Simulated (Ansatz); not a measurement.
**GaN: stress in a strained cell**

GaN is deformed so: zz strain of -3 %. What stress and forces result, by LAPW, PAW and all-electron datasets made for the crystal?

Program: Ansatz 0.2.0. Level of theory: DFT PBE, scalar-relativistic. These are calculated values, not measurements.

## Step 1: The starting structure

It takes space group Fm-3m (No. 225, cubic). Conventional cell: a = 3.985 Å, b = 3.985 Å, c = 3.985 Å, α = 90.00°, β = 90.00°, γ = 90.00°. Ga (site symmetry m-3m) is surrounded by 6 N at 1.99 Å. Around N (site symmetry m-3m) lie 6 Ga at 1.99 Å.

As a file:

```
Ga N
1.0
     0.00000    1.99250    1.99250
     1.99250    0.00000    1.99250
     1.99250    1.99250    0.00000
Ga N
1 1
Direct
  0.50000 0.50000 0.50000
  0.00000 0.00000 0.00000
```

Atoms are numbered in the order of the input: Ga1, N2.

## Step 2: After the deformation

Space group Fm-3m before, I4/mmm after.

## Step 3: LAPW, all electrons

File input.yaml:

```yaml
crystal:
  lattice:
    - [0.0, 1.9925, 1.932725]
    - [1.9925, 0.0, 1.932725]
    - [1.9925, 1.9925, 0.0]
  atoms:
    - { symbol: Ga, position: [0.5, 0.5, 0.5] }
    - { symbol: "N", position: [0.0, 0.0, 0.0] }
kpoints:
  mp_grid: { grid: [13, 13, 13] }
  band_path:
    path:
      - [0.0, 0.0, 0.0]
      - [0.0, 0.5, 0.5]
      - [0.25, 0.75, 0.5]
      - [0.0, 0.5, 0.0]
      - [0.0, 0.0, 0.0]
      - [0.5, 0.5, 0.0]
      - [0.3828515251, 0.6171484749, 0.0]
      - [-0.3828515251, 0.3828515251, 0.0]
      - [0.0, 0.0, 0.0]
    npoints: 5
scf:
  occupations: { method: fermi_dirac, width: 0.02 }
hamiltonian:
  xc: pbe
  pseudopotentials: { kind: all_electron, lapw: { basis_error: 0.001 } }
output:
  forces: true
  stress: true
  eigenvalues: true
```

Started as:

```
$ ansatz run input.yaml --threads 1 --pin off --max-ram 3072MiB --backend cpu --events-out ev --progress --plain --runs-dir out
```

The program printed, shortened:

```text
LAPW: plane waves up to 10.628 Å⁻¹, error target 1.0e-3 eV per atom; small_component_spin mean_spin; N in spheres of 0.848 Å, 7 of its electrons in bands, Dirac shells []; Ga in spheres of 1.085 Å, 21 of its electrons in bands, Dirac shells []
[...]
Pseudopotentials: kind: all_electron
Pseudopotential: Ga, LAPW, valence charge 21, Koelling and Harmon's equation, gaussian nucleus
Pseudopotential: N, LAPW, valence charge 7, Koelling and Harmon's equation, gaussian nucleus
Functional definition: PBE
[...]
Crystal: 2 atoms, lattice volume = 15.346 Å³
Basis set: ecut = 430.3908017965471 eV, 323 PW (Γ), exchange–correlation at level 2
Bands: 18, of which v1, the nominal top of the filled ones, is band 14 counted from 1 (13 counted from 0)
Symmetry: 16 space group operations
Space group: I4/mmm (ITA 139), of the structure as read, at distance tolerance 2.5e-5 Å
k-points: 196 of 2197
[...]
SCF iter   1: F=—  HF=-54391.155382 eV  |F-HF|=—  |Δ(HF+E_count)|=         —  Δρ=1.71e-1  dr2=4.53e0  ethr=1.62e-2  ⟨swp⟩=2.0  Hψ=22825  notcnv=0
[...]
the basis was enlarged: its passes take 151.3 KiB over the memory plan, 1 of 1 planned eigensolver slots
[...]
SCF iter   7: F=-54389.028035 eV  HF=-54389.028035 eV  |F-HF|=2.38e-9  |Δ(HF+E_count)|=   4.91e-7  Δρ=8.53e-6  dr2=4.36e-9  ethr=3.01e-9  ⟨swp⟩=3.0  Hψ=10398  notcnv=0
[...]
NSCF: frozen V_eff on 41 k-points
SCF converged after 7 iterations
Free energy (F): -54389.028035 eV
[...]
E sigma→0 (E₀):  -54389.028035 eV
Fermi energy:    20.859203 eV
[...]
--- Forces (eV/Å), atoms counted from 1 ---
  atom   1  Ga     0.00000000     0.00000000     0.00000000
  atom   2  N     -0.00000000     0.00000000    -0.00000000
[...]
--- Stress (GPa, compression-positive) ---
       79.289289       0.000000       0.000000
        0.000000      79.289289       0.000000
        0.000000       0.000000      97.946544
  P = ⅓ Tr σ = 85.5084 GPa (855.084 kbar)
--- Band table (eV; the first three rows and the last of 196) ---
  k-point 0: bands = ["-354.9503", "-122.8599", "-73.6246", "-73.6246", "-73.5939", "0.2558", "5.6921", "5.6921", "5.7325", "5.8408", "5.8932", "18.8679", "19.1575", "19.1575", "24.7538", "35.6225", "35.6225", "35.8588"]
[...]
```

Wall time 35 s (1 thread of Arm Neoverse V1, shared host); peak memory 0.54 GiB.

Result: pressure 85.51 GPa; gap 1.76 eV.

## Step 4: Frozen-core PAW

File input.yaml:

```yaml
crystal:
  lattice:
    - [0.0, 1.9925, 1.932725]
    - [1.9925, 0.0, 1.932725]
    - [1.9925, 1.9925, 0.0]
  atoms:
    - { symbol: Ga, position: [0.5, 0.5, 0.5] }
    - { symbol: "N", position: [0.0, 0.0, 0.0] }
kpoints:
  mp_grid: { grid: [13, 13, 13] }
scf:
  occupations: { method: fermi_dirac, width: 0.02 }
hamiltonian:
  xc: pbe
  pseudopotentials: { kind: paw }
output:
  forces: true
  stress: true
  eigenvalues: true
  efg: { contact_densities: true }
  write_density: true
  write_potential: true
  elf: true
  volumetric_format: npy
```

Started as:

```
$ ansatz run input.yaml --threads 1 --pin off --max-ram 3072MiB --backend cpu --events-out ev --progress --plain --runs-dir out
```

The program printed, shortened:

```text
[...]
Pseudopotentials: kind: paw
Pseudopotential: Ga, paw, valence charge 13, recommended cutoff 420 eV (normal)
Pseudopotential: N, paw, valence charge 5, recommended cutoff 420 eV (normal)
[... 1 set-up line as earlier in the session ...]
[...]
Crystal: 2 atoms, lattice volume = 15.346 Å³
Basis set: ecut = 420 eV, 315 PW (Γ), exchange–correlation on 40×40×40 points (8 copies of the dense FFT grid, shifted against one another)
Bands: 13, of which v1, the nominal top of the filled ones, is band 9 counted from 1 (8 counted from 0)
[... 2 set-up lines as earlier in the session ...]
k-points: 196 of 2197
[...]
SCF iter   1: F=—  HF=-4166.072218 eV  |F-HF|=—  |Δ(HF+E_count)|=         —  Δρ=3.68e-3  dr2=1.43e-3  ethr=1.77e-3  ⟨swp⟩=4.8  Hψ=13294  notcnv=0
[...]
Fermi energy:    18.239854 eV
[...]
--- Forces (eV/Å), atoms counted from 1 ---
  atom   1  Ga     0.00000000    -0.00000000    -0.00000000
  atom   2  N      0.00000000     0.00000000    -0.00000000
[...]
--- Stress (GPa, compression-positive) ---
       79.318257       0.000000       0.000000
        0.000000      79.318257       0.000000
        0.000000       0.000000      98.047344
  P = ⅓ Tr σ = 85.5613 GPa (855.613 kbar)
--- PAW observables at the nuclei: V_zz in 10²¹ V/m², potentials from the cell's mean, atoms counted from 1 ---
  atom   1  Ga V_zz =    -3.385875   η = 0.0000   by run symmetry: allowed
            electrostatic potential = -4142.615833 V   contact ρ = 187389.323322 e/Å³
  atom   2  N  V_zz =    +0.113113   η = 0.0000   by run symmetry: allowed
            electrostatic potential = -526.893169 V   contact ρ = 1413.625468 e/Å³
--- Band table (eV; the first three rows and the last of 196) ---
  k-point 0: bands = ["-2.3644", "3.0979", "3.0979", "3.1371", "3.2445", "3.2988", "16.2442", "16.5325", "16.5325", "22.1044", "33.0171", "33.0171", "33.2512"]
[...]
```

Wall time 5.1 s (1 thread of Arm Neoverse V1, shared host); peak memory 0.37 GiB.

Result: pressure 85.56 GPa; gap on the k mesh 1.87 eV (an odd mesh misses the zone boundary); Vzz Ga1 -3.39 (η = 0.00), N2 0.11 (η = 0.00) (10²¹ V/m²).

The fields are shown in the conventional cell of this run's space group, carried over from its grid by interpolation.

Density in a lattice plane of the grid's cell (edges 2.82 and 3.87 Å, at 0.000 of the third edge), which holds Ga and N.

Ten even steps from '0' (0.13 e/Å³) to '9' (47.97 e/Å³):
```
000000000000000000
000000000000000000
000000000000000000
000000000000000000
000000000000000000
000000000000000000
000000000000000000
210000000000000001
752100000000000125
974100000000000147
752100000000000125
210000000000000001
000000000000000000
000000000000000000
000000000000000000
000000000000000000
000000000000000000
000000000000000000
000000000000000000
000000000000000000
```
Columns run along the first of these edges and rows up along the second, over one cell in 18 and 20 even steps from the bottom left corner. Atoms in the plane (fractional): Ga at (0.00, 0.50), N at (0.00, 0.00).

ELF in the same plane.

Values, 12 rows by 8 columns:
```
0.46 0.71 0.74 0.37 0.12 0.37 0.74 0.71
0.79 0.76 0.56 0.21 0.07 0.21 0.56 0.76
0.40 0.36 0.23 0.09 0.05 0.09 0.23 0.36
0.15 0.18 0.17 0.10 0.07 0.10 0.17 0.18
0.03 0.06 0.17 0.14 0.12 0.14 0.17 0.06
0.35 0.03 0.15 0.15 0.14 0.15 0.15 0.03
0.03 0.06 0.17 0.14 0.12 0.14 0.17 0.06
0.15 0.18 0.17 0.10 0.07 0.10 0.17 0.18
0.40 0.36 0.23 0.09 0.05 0.09 0.23 0.36
0.79 0.76 0.56 0.21 0.07 0.21 0.56 0.76
0.46 0.71 0.74 0.37 0.12 0.37 0.74 0.71
0.00 0.52 0.78 0.43 0.12 0.43 0.78 0.52
```
Columns run along the first of these edges and rows up along the second, over one cell in 8 and 12 even steps from the bottom left corner. Atoms in the plane (fractional): Ga at (0.00, 0.50), N at (0.00, 0.00).

Both are smooth fields of the valence electrons: close to the nuclei they are not physical.

The highest ELF values outside the cores: 0.81 in the shell around N, 0.6 Å from N.

## Step 5: All-electron PAW on datasets made for the crystal

Edit input.yaml of step 4 so:

```diff
@@ -14,3 +14,3 @@
   xc: pbe
-  pseudopotentials: { kind: paw }
+  pseudopotentials: { kind: all_electron, datasets: crystal }
 output:
@@ -20,5 +20 @@
   efg: { contact_densities: true }
-  write_density: true
-  write_potential: true
-  elf: true
-  volumetric_format: npy
```

Started as:

```
$ ansatz run input.yaml --threads 1 --pin off --max-ram 3072MiB --backend cpu --events-out ev --progress --plain --runs-dir out
```

The program printed, shortened:

```text
[...]
[... 1 set-up line as earlier in the session ...]
Pseudopotential: Ga, paw, valence charge 21, recommended cutoff 500 eV (normal), Koelling and Harmon's equation, gaussian nucleus
Pseudopotential: N, paw, valence charge 5, recommended cutoff 500 eV (normal), Koelling and Harmon's equation, gaussian nucleus
[... 1 set-up line as earlier in the session ...]
[...]
Crystal: 2 atoms, lattice volume = 15.346 Å³
Basis set: ecut = 500 eV, 387 PW (Γ), exchange–correlation on 48×48×48 points (8 copies of the dense FFT grid, shifted against one another)
Bands: 13, of which v1, the nominal top of the filled ones, is band 9 counted from 1 (8 counted from 0)
[... 2 set-up lines as earlier in the session ...]
k-points: 196 of 2197
[...]
  atom   1  Ga     0.00000000     0.00000000     0.00000000
  atom   2  N      0.00000000     0.00000000     0.00000000
[...]
--- Stress (GPa, compression-positive) ---
       79.288715       0.000000       0.000000
        0.000000      79.288715       0.000000
        0.000000       0.000000      97.939968
  P = ⅓ Tr σ = 85.5058 GPa (855.058 kbar)
  It holds what live shells' own plane waves past their cutoff add
--- PAW observables at the nuclei: V_zz in 10²¹ V/m², potentials from the cell's mean, atoms counted from 1 ---
  atom   1  Ga V_zz =    -3.394305   η = 0.0000   by run symmetry: allowed
            electrostatic potential = -4142.282898 V   contact ρ = 187458.922888 e/Å³
  atom   2  N  V_zz =    +0.098264   η = 0.0000   by run symmetry: allowed
            electrostatic potential = -526.879411 V   contact ρ = 1413.866681 e/Å³
--- Band table (eV; the first three rows and the last of 196) ---
  k-point 0: bands = ["0.2558", "5.6920", "5.6920", "5.7330", "5.8412", "5.8927", "18.8678", "19.1575", "19.1575", "24.7539", "35.6225"]
[...]
```

Run time: 21 s. Hardware: 1 thread of Arm Neoverse V1, shared host; peak memory 0.68 GiB.

This run gives: pressure 85.51 GPa; gap on the k mesh 1.88 eV (an odd mesh misses the zone boundary); Vzz Ga1 -3.39 (η = 0.00), N2 0.10 (η = 0.00) (10²¹ V/m²).

## Step 6: Side by side

Stress (GPa, compression positive):

| method | xx | yy | zz | yz | xz | xy |
| --- | --- | --- | --- | --- | --- | --- |
| LAPW | 79.29 | 79.29 | 97.95 | 0.00 | 0.00 | 0.00 |
| PAW | 79.32 | 79.32 | 98.05 | 0.00 | 0.00 | 0.00 |
| crystal datasets | 79.29 | 79.29 | 97.94 | 0.00 | 0.00 | 0.00 |

| method | pressure (GPa) | gap on the k mesh (eV) | Vzz Ga1 (10²¹ V/m²) | Vzz N2 (10²¹ V/m²) | SCF cycles, all passes |
| --- | --- | --- | --- | --- | --- |
| LAPW | 85.51 | 1.88 | – | – | 7 |
| PAW | 85.56 | 1.87 | -3.39 | 0.11 | 6 |
| crystal datasets | 85.51 | 1.88 | -3.39 | 0.10 | 8 |

## Step 7: Outcome

| quantity | value |
| --- | --- |
| pressure | LAPW 85.51, PAW 85.56, crystal datasets 85.51 GPa |
| largest shear or deviatoric stress (LAPW) | 12.44 GPa |

**Reading.** The largest part of the stress beyond the pressure is 12.44 GPa in size, in the zz component; the atoms are carried along and not relaxed. No run of the undeformed cell stands beside it, so the pressure holds what the given cell had before the change. PAW: stress within 0.10 GPa of LAPW. Crystal datasets: stress within 0.01 GPa of LAPW.
